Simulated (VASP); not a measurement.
# TiN (Fm-3m) in VASP: single point with PBE

Aim: the single point of TiN with PBE.

Program: VASP 6.6.1. These are calculated values, not measurements. Logs are shortened: lines on timing, memory, paths and dates and some standing lists are left out, and cuts for length are marked.

**1. The crystal as given**

The structure is cubic, space group Fm-3m (No. 225). Conventional cell: a = 4.249 Å, b = 4.249 Å, c = 4.249 Å, α = 90.00°, β = 90.00°, γ = 90.00°. Ti (site symmetry m-3m) has 6 N at 2.12 Å as nearest neighbours. N (site symmetry m-3m) has 6 Ti at 2.12 Å as nearest neighbours.

**2. Single point, PBE**

Contents of INCAR:

```
SYSTEM = TiN
PREC = Accurate ; ENCUT = 520
EDIFF = 1E-6 ; ISMEAR = 1
SIGMA = 0.1 ; LREAL = .FALSE.
LASPH = .TRUE. ; NELM = 80
ALGO = Normal ; ISIF = 2
LWAVE = .FALSE. ; LCHARG = .FALSE.
GGA = PE ; NBANDS = 16
ICORELEVEL = 1
```

Contents of KPOINTS:

```
regular mesh
0
G
  15 15 22
  0 0 0
```

Contents of POSCAR:

```
TiN
1.0
    3.0042124600      0.0000000000      0.0000000000
   -1.5021062300      2.6017243100      0.0000000000
    1.5021062300      0.8672414400      2.4529292000
Ti N
1 1
Direct
    0.0000000000      0.0000000000      0.0000000000
    0.0000000000      0.5000000000      0.5000000000
```

Potentials or basis: VASP PAW PBE potentials, release 64 (Ti_sv, N).

Command:

```console
$ cat potpaw_PBE.64/Ti_sv/POTCAR potpaw_PBE.64/N/POTCAR > POTCAR
$ mpirun -np 1 vasp_std > vasp.out
```

OUTCAR:

```text
SYSTEM = TiN
   PREC = Accurate
   ENCUT = 520
   EDIFF = 1E-6
   ISMEAR = 1
   LREAL = .FALSE.
   LASPH = .TRUE.
   NELM = 80
   ISIF = 2
   GGA = PE

 ion  position               nearest neighbor table
   1  0.000  0.000  0.000-   2 2.12   2 2.12   2 2.12   2 2.12   2 2.12   2 2.12
   2  0.000  0.500  0.500-   1 2.12   1 2.12   1 2.12   1 2.12   1 2.12   1 2.12

  LATTYP: Found a face centered cubic cell.
 ALAT       =     4.2485980052

  Lattice vectors:

 A1 = (  -3.0042124600,  -0.0000000000,   0.0000000000)
 A2 = (  -1.5021062300,   0.8672414400,   2.4529292000)
 A3 = (  -1.5021062300,   2.6017243100,   0.0000000000)

Analysis of symmetry for initial positions (statically):
=====================================================================
 Subroutine PRICEL returns:
 Original cell was already a primitive cell.

 Routine SETGRP: Setting up the symmetry group for a
 face centered cubic supercell.

 Subroutine GETGRP returns: Found 48 space group operations
 (whereof 48 operations were pure point group operations)
 out of a pool of 48 trial point group operations.

The static configuration has the point symmetry O_h .

Analysis of symmetry for dynamics (positions and initial velocities):
=====================================================================
 Subroutine PRICEL returns:
 Original cell was already a primitive cell.

 Routine SETGRP: Setting up the symmetry group for a
 face centered cubic supercell.

 Subroutine GETGRP returns: Found 48 space group operations
 (whereof 48 operations were pure point group operations)
 out of a pool of 48 trial point group operations.

The dynamic configuration has the point symmetry O_h .

 Subroutine INISYM returns: Found 48 space group operations
 (whereof 48 operations are pure point group operations),
 and found     1 'primitive' translations

----------------------------------------------------------------------------------------

                                     Primitive cell

  volume of cell :      19.1724

  direct lattice vectors                    reciprocal lattice vectors
     3.004212460  0.000000000  0.000000000     0.332865939  0.192180239 -0.271783901
    -1.502106230  2.601724310  0.000000000     0.000000000  0.384360478 -0.135891951
     1.502106230  0.867241440  2.452929200     0.000000000  0.000000000  0.407675851

  length of vectors
     3.004212460  3.004212461  3.004212459     0.470743525  0.407675851  0.407675851
[... 103 lines left out ...]
   EDIFF  = 0.1E-05   stopping-criterion for ELM
   LREAL  =      F    real-space projection
   EDIFFG = 0.1E-04   stopping-criterion for IOM
   NSW    =      0    number of steps for IOM
   IBRION =     -1    ionic relax: 0-MD 1-quasi-New 2-CG
   NFREE  =      0    steps in history (QN), initial steepest desc. (CG)
   ISIF   =      2    stress and relaxation
   ISYM   =      2    0-nonsym 1-usesym 2-fastsym
   POTIM  = 0.5000    time-step for ionic-motion
   TEBEG  =    0.0;   TEEND  =   0.0 temperature during run
   PSTRESS=    0.0 pullay stress
   NELECT =      17.0000    total number of electrons
   NUPDOWN=      -1.0000    fix difference up-down
   EMIN   =  10.00;   EMAX   =-10.00  energy-range for DOS
   EFERMI =   0.00;   METHOD = LEGACY
   ISMEAR =     1;   SIGMA  =   0.10  broadening in eV -4-tet -1-fermi 0-gaus
   EFERMI_NEDOS =   21; number of points for ismear=-14 and -15
   IALGO  =     38    algorithm
   IMIX   =      4    mixing-type and parameters
     AMIX     =   0.40;   BMIX     =  1.00
     AMIX_MAG =   1.60;   BMIX_MAG =  1.00
  volume/ion in A,a.u.               =       9.59        64.69
  Fermi-wavevector in a.u.,A,eV,Ry     =   1.572771  2.972106 33.655489  2.473609
  Thomas-Fermi vector in A             =   2.674155
   LORBIT       =      0    0 simple, 1 ext, 2 COOP (PROOUT), +10 PAW based schemes
   GGA     = PE    functional components
   LHFCALC =     F    Hartree Fock is set to
   AEXX    =    0.0000 exact exchange contribution
   IVDW    =     0    specifies the selected vdW correction
   LEPSILON=     F    determine dielectric tensor
   LRPA    =     F    only Hartree local field effects (RPA)
 non-spin polarized calculation
 Methfessel and Paxton  Order N= 1 SIGMA  =   0.10
  energy-cutoff  :      520.00
  volume of cell :       19.17
 maximum number of plane-waves:       533
   NGX = 11   NGY = 11   NGZ = 11

 number of electron      17.0000002 magnetization

 Free energy of the ion-electron system (eV)
  ---------------------------------------------------
  ext. energy  EPLUGINS =         0.00000000
  ---------------------------------------------------
  free energy    TOTEN  =       -19.63621911 eV

  energy without entropy =      -19.63636476  energy(sigma->0) =      -19.63626766

 the core state eigenenergies are
   1-  1s  -4852.2273  2s   -520.9868  2p   -428.2626
   2-  1s   -366.0509

 E-fermi :  11.3753     XC(G=0): -12.9933

 val. band max:       11.3716374084   @ k =   0.4667   0.2667   0.0909
 cond. band min:      11.3785752869   @ k =   0.4000   0.1333   0.2273
 fundamental gap:      0.0069378785
 Fermi energy:        11.3752558501

 k-point     1 :       0.0000    0.0000    0.0000
  band No.  band energies     occupation
      1     -46.4982      2.00000
      2     -22.4810      2.00000
      3     -22.4810      2.00000
      4     -22.4810      2.00000
      5      -5.6887      2.00000
      6       9.3463      2.00000
[... 277 lines left out ...]
 k-point    16 :       0.4667    0.0667    0.0000
  band No.  band energies     occupation
      1     -46.3733      2.00000
      2     -22.9973      2.00000

------------------------ aborting loop because EDIFF is reached ----------------------------------------

  FORCE on cell =-STRESS in cart. coord.  units (eV):
  Direction    XX          YY          ZZ          XY          YZ          ZX
  --------------------------------------------------------------------------------------
  -------------------------------------------------------------------------------------
  Total        0.0090018      0.0090018      0.0090018     -0.0000000      0.0000000      0.0000000
  in kB        0.7522526      0.7522526      0.7522526     -0.0000000      0.0000000      0.0000000
  external PRESSURE =       0.7522526 kB  Pullay stress =       0.0000000 kB

 VOLUME and BASIS-vectors are now :
 -----------------------------------------------------------------------------
  energy-cutoff  :      520.00
  volume of cell :       19.17
      direct lattice vectors                 reciprocal lattice vectors
     3.004212460  0.000000000  0.000000000     0.332865939  0.192180239 -0.271783901
    -1.502106230  2.601724310  0.000000000     0.000000000  0.384360478 -0.135891951
     1.502106230  0.867241440  2.452929200     0.000000000  0.000000000  0.407675851

 POSITION                                       TOTAL-FORCE (eV/Angst)
 -----------------------------------------------------------------------------------
      0.00000      0.00000      0.00000         0.000000     -0.000000      0.000000
      0.00000      1.73448      1.22646        -0.000000      0.000000      0.000000
 -----------------------------------------------------------------------------------
    total drift:                                0.000000      0.000000      0.000000

  FREE ENERGIE OF THE ION-ELECTRON SYSTEM (eV)
  ---------------------------------------------------
  free  energy   TOTEN  =       -19.6362191050 eV

  energy  without entropy=      -19.6363647605  energy(sigma->0) =      -19.63626766
```

stdout:

```text
POSCAR found type information on POSCAR TiN
 POSCAR found :  2 types and       2 ions
 scaLAPACK will be used
 LDA part: xc-table for (Slater+PW92), standard interpolation
 -----------------------------------------------------------------------------
|                                                                             |
|           W    W    AA    RRRRR   N    N  II  N    N   GGGG   !!!           |
|           W    W   A  A   R    R  NN   N  II  NN   N  G    G  !!!           |
|           W    W  A    A  R    R  N N  N  II  N N  N  G       !!!           |
|           W WW W  AAAAAA  RRRRR   N  N N  II  N  N N  G  GGG   !            |
|           WW  WW  A    A  R   R   N   NN  II  N   NN  G    G                |
|           W    W  A    A  R    R  N    N  II  N    N   GGGG   !!!           |
|                                                                             |
|     Your reciprocal lattice and k-lattice belong to different lattice       |
|     classes:                                                                |
|                                                                             |
|        The reciprocal lattice is body-centered cubic,                       |
|        whereas your k-lattice is base-centered monoclinic.                  |
|                                                                             |
|     Results are often still useful ...                                      |
|                                                                             |
 -----------------------------------------------------------------------------

 POSCAR, INCAR and KPOINTS ok, starting setup
 FFT: planning ... GRIDC
 FFT: planning ... GRID_SOFT
 FFT: planning ... GRID
 WAVECAR not read
 entering main loop
```

It took 3.1 min on 1 thread of Intel Xeon Platinum 8488C (Sapphire Rapids), shared host; peak memory 0.49 GiB.

Results:

- Free energy: -19.6362 eV
- Pressure: 0.1 GPa
- Band gap on the k mesh: none (metal or under the smearing width)

Core levels (eV, on the scale of the bands):
| atom | levels |
| --- | --- |
| 1 Ti | 1s -4852.2, 2s -521.0, 2p -428.3 |
| 2 N | 1s -366.1 |
